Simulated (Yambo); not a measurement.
# Si (I4/mmm) in Yambo: further runs

Runs on Si. Level: PBEsol. Tasks: optical spectrum, optical spectrum by the Bethe-Salpeter equation.

Everything below comes from runs of Yambo 5.3.0. Logs are shortened: lines on timing, memory, paths and dates and some standing lists are left out, and cuts for length are marked.

### 1 The structure

It takes space group I4/mmm (No. 139, tetragonal). Conventional cell: a = 3.254 Å, b = 3.254 Å, c = 2.641 Å, α = 90.00°, β = 90.00°, γ = 90.00°. Si (site symmetry 4/mmm) has 10 Si at 2.64 to 2.65 Å as nearest neighbours.

This isn't the form of Si at room conditions, which is diamond.

### 2 Optical spectrum, PBEsol

Contents of optics3.in:

```
optics
chi
tddft
Chimod= "LRC"
% BndsRnXd
 1 | 27 |
%
NGsBlkXd= 3 Ry
% LongDrXd
 1 | 0 | 0 |
%
% QpntsRXd
 1 | 1 |
%
% EnRngeXd
 0 | 20 | eV
%
% DmRngeXd
 0.1 | 0.1 | eV
%
ETStpsXd= 200
LRC_alpha= -0.2
```

Contents of scf.in:

```
&CONTROL
  calculation = 'scf'
  prefix = 'pwscf'
  outdir = './tmp'
  pseudo_dir = './pseudo'
/
&SYSTEM
  ibrav = 0
  nat = 1
  ntyp = 1
  ecutwfc = 36
  nbnd = 7
  occupations = 'smearing'
  smearing = 'fd'
  degauss = 0.00367493
  force_symmorphic = .true.
/
&ELECTRONS
  conv_thr = 2d-10
  electron_maxstep = 120
  mixing_beta = 0.5
/
ATOMIC_SPECIES
Si    28.0850 Si.upf
CELL_PARAMETERS angstrom
  -1.6269149300    1.6269149300    1.3203298500
   1.6269149300   -1.6269149300    1.3203298500
   1.6269149300    1.6269149300   -1.3203298500
ATOMIC_POSITIONS crystal
Si     0.0000000000    0.0000000000    0.0000000000
K_POINTS automatic
12 12 12 0 0 0
```

Contents of nscf.in:

```
&CONTROL
  calculation = 'nscf'
  prefix = 'pwscf'
  outdir = './tmp'
  pseudo_dir = './pseudo'
/
&SYSTEM
  ibrav = 0
  nat = 1
  ntyp = 1
  ecutwfc = 36
  nbnd = 32
  occupations = 'smearing'
  smearing = 'fd'
  degauss = 0.00367493
  force_symmorphic = .true.
/
&ELECTRONS
  conv_thr = 1d-08
  diago_full_acc = .true.
  diago_thr_init = 1d-06
/
ATOMIC_SPECIES
Si    28.0850 Si.upf
CELL_PARAMETERS angstrom
  -1.6269149300    1.6269149300    1.3203298500
   1.6269149300   -1.6269149300    1.3203298500
   1.6269149300    1.6269149300   -1.3203298500
ATOMIC_POSITIONS crystal
Si     0.0000000000    0.0000000000    0.0000000000
K_POINTS automatic
12 12 12 0 0 0
```

Potentials or basis: PseudoDojo 0.4.1 SR PBEsol standard.

Command:

```sh
OMP_NUM_THREADS=1 pw.x -in scf.in > scf.out
OMP_NUM_THREADS=1 pw.x -in nscf.in > nscf.out
cd tmp/pwscf.save; p2y; mv SAVE ../..; cd ../..
OMP_NUM_THREADS=1 yambo
OMP_NUM_THREADS=1 yambo -F optics3.in -J optics3 -C optics3_out
```

Yambo's report:

```text
[... sections 02.01 to 02.04 as in the set-up run ...]

[... 5 lines left out ...]
  [X] Bosonic    Temperature                        :  0.258606E-1   300.100    [eV K]
  [X] Finite Temperature mode                       : yes
  [X] El. density                                   :  0.28615E+24 [cm-3]
  [X] Fermi Level                                   :  11.11423 [eV]

  [X] === Gaps and Widths ===
  [X] Conduction Band Min                           :  11.11423 [eV]
  [X] Valence Band Max                              :  11.11423 [eV]
  [X] Filled Bands                                  :  1
  [X] Metallic Bands                                :   2   4
  [X] Empty Bands                                   :    5   32

  [X] === Metallic Characters ===
  [X] N of el / N of met el                         :  4.000000  1.942469
  [X] Average metallic occ.                         :  0.161872

  [WARNING] [X] Metallic system

 [03] Transferred momenta grid and indexing
 ==========================================

 IBZ Q-points                                      :  163
 BZ  Q-points                                      :  1728

 K/Q-points units:
 rlu = crystal or reduced units; cc = cartesian coordinates; iku = interal k-units

 Q [  1]        [rlu]:  0.000000  0.000000  0.000000
 Q [  2]        [rlu]:  0.36287E-17  0.36287E-17  0.83333E-01
 Q [  3]        [rlu]:  0.72575E-17  0.72575E-17  0.16667
 Q [  4]        [rlu]:  0.10886E-16  0.10886E-16  0.25000
 Q [  5]        [rlu]:  0.14515E-16  0.14515E-16  0.33333
 Q [  6]        [rlu]:  0.18144E-16  0.18144E-16  0.41667
[... 42 lines left out ...]
 Q [ 49]        [rlu]:  0.083333  0.083333 -0.083333
 Q [ 50]        [rlu]:  0.083333  0.166667  0.083333

 Remaining 113 points informations can be written running with -fatlog

 [WARNING] [Xd] User bands 1-27 break level degeneracy

 [04] Dipoles
 ============

  [04.01] Setup: observables and procedures
  =========================================

  [WF-Oscillators/G space/Transverse up loader] Normalization (few states)  min/max  :  0.19518E-16   1.0000

  [WR./optics3//ndb.dipoles]------------------------------------------------------
   Brillouin Zone Q/K grids (IBZ/BZ)                :   163  1728   163  1728
   RL vectors                                       :   775 [WF]
   Fragmentation                                    : yes
   Electronic Temperature                           :  300.1000 [K]
   Bosonic    Temperature                           :  300.1000 [K]
   DIP band range                                   :   1  27
   DIP band range limits                            :   4   2
   DIP e/h energy range                             : -1.000000 -1.000000 [eV]
   RL vectors in the sum                            :   775
   [r,Vnl] included                                 : yes
   Bands ordered                                    : yes
   Direct v evaluation                              : no
   Approach used                                    : G-space v
   Dipoles computed                                 : R V P [G-space]
   Wavefunctions                                    : Perdew, Burke & Ernzerhof SOL(X)+Perdew, Burke & Ernzerhof SOL(C)

  [WARNING] [r,Vnl^pseudo] included in position and velocity dipoles.

  [WARNING] In case H contains other non local terms, these are neglected

 [05] Optics
 ===========

 [X-CG] R(p) Tot o/o(of R):    7865   89946     100

 [WARNING] The system is a metal but Drude term not included.
```

o-optics3.eps_q1_inv_LRC_dyson:

```text
# Absorption @ Q(1):   1.00000000      0.00000000      0.00000000    [q->0 direction]
#
# [ X ] Hartree size                              :  17
# [GEN] GF Energies                               : Perdew, Burke & Ernzerhof SOL(X)+Perdew, Burke & Ernzerhof SOL(C)
# [GEN] Green`s Function                          : Retarded
#
# [GEN] Gauge                                     : Length
# [GEN] [r,Vnl] included                          : yes
#
#    E[1] [eV]          Im(eps)            Re(eps)            Im(eps_o)          Re(eps_o)
#
        0.000000          -0.842299E-7        92.11781          -0.14598E-16        38.67121
        0.100503           3.482075           93.67675           0.574925           38.94420
        0.201005           7.949882           98.69709           1.229467           39.79559
        0.301508           15.12471           108.3552           2.070229           41.33106
        0.402010           29.51333           125.2283           3.289548           43.78366
        0.502513           66.66759           151.8150           5.323860           47.58330
[... 192 lines left out ...]
        19.89950           0.037298           0.651866           0.032649           0.649172
        20.00000           0.035679           0.651847           0.031985           0.650972
#
```

It took 9.6 s on 1 thread of AMD EPYC 9R45 (Zen 5), shared host; peak memory 0.42 GiB.

Results:

```
Band gap on the k mesh, mean-field level : none (metal or under the smearing width)
```

Dielectric function (along the field direction of the input):
| energy (eV) | real part | imaginary part |
| --- | --- | --- |
| 0.30 | 108.36 | 15.12 |
| 1.41 | 10.59 | 13.04 |
| 2.41 | -30.79 | 11.26 |
| 3.42 | -4.90 | 2.51 |
| 4.52 | -1.96 | 6.02 |
| 5.53 | -2.61 | 1.39 |
| 6.53 | -2.78 | 0.63 |
| 7.54 | -1.30 | 0.35 |
| 8.64 | -0.89 | 0.92 |
| 9.65 | -0.90 | 0.46 |
| 10.65 | -0.25 | 0.12 |
| 11.66 | -0.02 | 0.10 |
| 12.76 | 0.22 | 0.21 |
| 13.77 | 0.15 | 0.18 |
| 14.77 | 0.35 | 0.06 |
| 15.78 | 0.44 | 0.06 |
| 16.88 | 0.53 | 0.06 |
| 17.89 | 0.57 | 0.08 |
| 18.89 | 0.62 | 0.05 |
| 20.00 | 0.65 | 0.04 |

Caveat: the intraband (Drude) term of the metal is left out; the ground state has no gap, which makes the many-body step unreliable; the long-range kernel's strength is typed, not fitted to the crystal's screening; spectra need much finer meshes, so this one isn't converged; independent-particle spectra lack excitons.

### 3 Optical spectrum by the Bethe-Salpeter equation, PBEsol

Contents of bse4.in:

```
optics
bse
bss
rim_cut
RandQpts= 1000000
RandGvec= 50 RL
BSKmod= "HARTREE"
BSEmod= "retarded"
BSSmod= "h"
% BSEQptR
 1 | 1 |
%
% BSEBands
 1 | 7 |
%
BSENGexx= 20 Ry
% BEnRange
 0 | 20 | eV
%
% BDmRange
 0.1 | 0.1 | eV
%
BEnSteps= 200
% BLongDir
 1 | 0 | 0 |
%
BSEprop= "abs"
BSHayTrs= -0.02
```

scf.in is that of step 2.

nscf.in is that of step 2.

Potentials or basis: PseudoDojo 0.4.1 SR PBEsol standard.

Command:

```sh
OMP_NUM_THREADS=1 pw.x -in scf.in > scf.out
OMP_NUM_THREADS=1 pw.x -in nscf.in > nscf.out
cd tmp/pwscf.save; p2y; mv SAVE ../..; cd ../..
OMP_NUM_THREADS=1 yambo
OMP_NUM_THREADS=1 yambo -F bse4.in -J bse4 -C bse4_out
```

Yambo's report:

```text
[... sections 02.01 to 02.04 as in the set-up run ...]

[... 5 lines left out ...]
  [X] Bosonic    Temperature                        :  0.258606E-1   300.100    [eV K]
  [X] Finite Temperature mode                       : yes
  [X] El. density                                   :  0.28615E+24 [cm-3]
  [X] Fermi Level                                   :  11.11423 [eV]

  [X] === Gaps and Widths ===
  [X] Conduction Band Min                           :  11.11423 [eV]
  [X] Valence Band Max                              :  11.11423 [eV]
  [X] Filled Bands                                  :  1
  [X] Metallic Bands                                :   2   4
  [X] Empty Bands                                   :    5   32

  [X] === Metallic Characters ===
  [X] N of el / N of met el                         :  4.000000  1.942469
  [X] Average metallic occ.                         :  0.161872

  [WARNING] [X] Metallic system

 [03] Transferred momenta grid and indexing
 ==========================================

[... 244 lines left out ...]
    Coulomb cutoff potential                         : none
    Parallel CPUs
    Parallel Roles
    Fragmentation                                    : no
    BS kernel          wavefunctions                 : Perdew, Burke & Ernzerhof SOL(X)+Perdew, Burke & Ernzerhof SOL(C)
    Static diel. fun.  energies                      : Perdew, Burke & Ernzerhof SOL(X)+Perdew, Burke & Ernzerhof SOL(C)
    wavefunctions                                    : Perdew, Burke & Ernzerhof SOL(X)+Perdew, Burke & Ernzerhof SOL(C)
    [K] Identifier                                   :   5361
    [K] Dimension                                    :  17114
    [K] Bands                                        :   1   7
    [K] Exchange                                     : yes [res]
    [K] Correlation                                  : no [res]
    [K] Kernel`s coupling                            : no
    [K] Exchange                                     : no [cpl]
    [K] Correlation                                  : no [cpl]
    [K] W interaction is bare                        : no
    [K] ALDA kernel in R-space                       : no
    [K] RL vectors                                   :  167 [exchange]
    [K] E/h energy range                             : -1.000000 -1.000000 [eV]
    [K] Coupling range                               :  100.0000  100.0000 [o/o]
    [K] Kernel long-range exchange                   : BAR

  [06.02] BSE solver(s) @q1
  =========================

  [06.03] Haydock Solver in the optics basis @q1 using the hermitian scheme
  =========================================================================

  Accuracy (requested)      : -0.020000 [o/o]
  Accuracy (reached)        :  0.019202 [o/o]
  Iterations                :  276
```

Wall time 3 min (1 thread of AMD EPYC 9R45 (Zen 5), shared host); peak memory 2.6 GiB.

What came out:

| Property | Result |
| --- | --- |
| Band gap on the k mesh, mean-field level | none (metal or under the smearing width) |

Dielectric function (along the field direction of the input):
```
energy (eV)  real part  imaginary part
       0.30      41.02            2.05
       1.31       4.64           12.18
       2.31     -37.95           74.77
       3.32      -7.12            2.70
       4.42      -1.51            6.21
       5.43      -3.66            1.18
       6.43      -3.08            1.21
       7.54      -1.42            0.41
       8.54      -0.64            1.05
       9.55      -0.78            0.98
      10.65      -0.31            0.14
      11.66      -0.06            0.12
      12.66       0.21            0.20
      13.77       0.08            0.22
      14.77       0.31            0.07
      15.78       0.41            0.08
      16.88       0.50            0.07
      17.89       0.53            0.10
      18.89       0.58            0.05
      20.00       0.62            0.04
```

Caveat: the intraband (Drude) term of the metal is left out; the ground state has no gap, which makes the many-body step unreliable; spectra need much finer meshes, so this one isn't converged.

(Continued in part 2 of 3.)
